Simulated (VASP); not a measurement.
# GaP: relaxed cell and band gap, by functional

GaP, F-43m (no. 216), 2 atoms in the cell.

| Functional | Volume (Å³/atom) | Change from the starting volume (fraction) | Gap, path and mesh (eV) | Time (s) |
|---|---|---|---|---|
| LDA | 19.61 | -0.031 | 1.38 | 45 |
| LDA (PW92) | 19.60 | -0.032 | 1.38 | 44 |
| LDA (VWN5) | 19.56 | -0.034 | 1.38 | 45 |
| LDA (Hedin-Lundqvist) | 19.63 | -0.030 | 1.38 | 46 |
| LDA (Wigner) | 20.22 | -0.001 | 1.36 | 43 |
| Slater exchange only | 20.79 | 0.027 | 1.35 | 46 |
| PBE exchange only | 24.18 | 0.195 | 0.36 | 82 |
| PBE | 20.86 | 0.030 | 1.58 | 54 |
| PBEsol | 20.09 | -0.007 | 1.45 | 51 |

## Input of the first row

INCAR.step1:
```
SYSTEM = GaP
ALGO = Normal
EDIFF = 1E-7
EDIFFG = -0.005
ENCUT = 600
GGA = CA
GGA_COMPAT = .FALSE.
IBRION = 2
ISIF = 3
ISMEAR = 0
LASPH = .TRUE.
LCHARG = .FALSE.
LREAL = .FALSE.
LWAVE = .FALSE.
NELM = 150
NSW = 60
PREC = Accurate
SIGMA = 0.02
```

INCAR.step2, as INCAR.step1 but for:
```
- NSW = 60
+ NSW = 40
```

INCAR.step3, as INCAR.step2 but for:
```
- EDIFFG = -0.005
- IBRION = 2
- ISIF = 3
- NSW = 40
+ ISIF = 2
+ NBANDS = 16
```

KPOINTS:
```
k-points
0
Gamma
  7 7 7
```

KPOINTS_OPT:
```
path GXWKGLUWLK,UX
8
line-mode
reciprocal
 0.0000000000  0.0000000000  0.0000000000  G
 0.5000000000  0.0000000000  0.5000000000  X

 0.5000000000  0.0000000000  0.5000000000  X
 0.5000000000  0.2500000000  0.7500000000  W

 0.5000000000  0.2500000000  0.7500000000  W
 0.3750000000  0.3750000000  0.7500000000  K

 0.3750000000  0.3750000000  0.7500000000  K
 0.0000000000  0.0000000000  0.0000000000  G

 0.0000000000  0.0000000000  0.0000000000  G
 0.5000000000  0.5000000000  0.5000000000  L

 0.5000000000  0.5000000000  0.5000000000  L
 0.6250000000  0.2500000000  0.6250000000  U

 0.6250000000  0.2500000000  0.6250000000  U
 0.5000000000  0.2500000000  0.7500000000  W

 0.5000000000  0.2500000000  0.7500000000  W
 0.5000000000  0.5000000000  0.5000000000  L

 0.5000000000  0.5000000000  0.5000000000  L
 0.3750000000  0.3750000000  0.7500000000  K

 0.6250000000  0.2500000000  0.6250000000  U
 0.5000000000  0.0000000000  0.5000000000  X
```

POSCAR.step1:
```
GaP
1.0
    0.0000000000      2.7252500000      2.7252500000
    2.7252500000      0.0000000000      2.7252500000
    2.7252500000      2.7252500000      0.0000000000
Ga P
1 1
Direct
    0.0000000000      0.0000000000      0.0000000000
    0.7500000000      0.7500000000      0.7500000000
```

Commands (each step's output is kept before the next begins):
```
cat potpaw_LDA.64/Ga_d/POTCAR potpaw_LDA.64/P/POTCAR > POTCAR
cp INCAR.step1 INCAR
cp POSCAR.step1 POSCAR
mpirun -np 1 vasp_std > vasp.out
cp CONTCAR POSCAR
rm WAVECAR CHG
cp INCAR.step2 INCAR
mpirun -np 1 vasp_std > vasp.out
cp CONTCAR POSCAR
rm WAVECAR CHG
cp INCAR.step3 INCAR
mpirun -np 1 vasp_std > vasp.out
```

Changes of the last row against the first:
```
(all steps)
- GGA = CA
+ GGA = PS
- cat potpaw_LDA.64/Ga_d/POTCAR potpaw_LDA.64/P/POTCAR > POTCAR
+ cat potpaw_PBE.64/Ga_d/POTCAR potpaw_PBE.64/P/POTCAR > POTCAR
```

VASP 6.6.1 took 45 s on 1 core (AMD EPYC 9R45 (Zen 5)), a shared host.
